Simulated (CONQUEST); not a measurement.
Hf under changes of volume

One of the cells (22.380 Å³/atom); the others are scaled copies at fixed shape and fractional positions:

```
CELL_PARAMETERS angstrom
3.19670 0.00000 0.00000
0.00000 5.05780 0.00000
0.00000 0.00000 5.53685
ATOMIC_POSITIONS crystal
Hf 0.00000 0.75000 0.33333
Hf 0.50000 0.75000 0.83333
Hf 0.00000 0.25000 0.66667
Hf 0.50000 0.25000 0.16667
```

```yaml
Program: CONQUEST 1.3
Functional: PBE
Potentials_or_basis: PseudoDojo NC PBE, DZP, grid of 32 × 48 × 60 points
k_mesh: 8 × 5 × 5
Occupations: fermi-dirac, width 0.05 eV
Spin: no spin polarisation
```

```tsv
volume (Å³/atom)	energy over the lowest point (meV/atom)	pressure (GPa)	largest force (eV/Å)
21.037	42.79	9.2	0.006
21.485	21.18	6.3	0.005
21.933	7.15	3.7	0.009
22.380	?	?	?
22.828	0.00	-1.1	0.000
23.276	5.43	-2.9	0.003
23.723	16.24	-4.9	0.003
```

Question: What does the run at 22.380 Å³/atom give?

Answer: Energy over the lowest point 0.18 meV/atom; pressure 1.1 GPa; largest force 0.004 eV/Å.

Worked out: A Birch-Murnaghan fit of order 3 (a polynomial in V^(-2/3)) to the other rows has its minimum at 22.63 Å³/atom with B0 = V·E''(V) = 110 GPa and B' = 3.7 at fixed shape and positions, which overstates the stiffness. It gives 0.38 meV/atom at 22.380 Å³/atom, against the run's 0.18, and -dE/dV = 1.3 GPa, against 1.1.

Energies are extrapolated to zero smearing.

Caveats: the basis of atomic orbitals isn't converged, which shifts pressures, moduli and gaps.
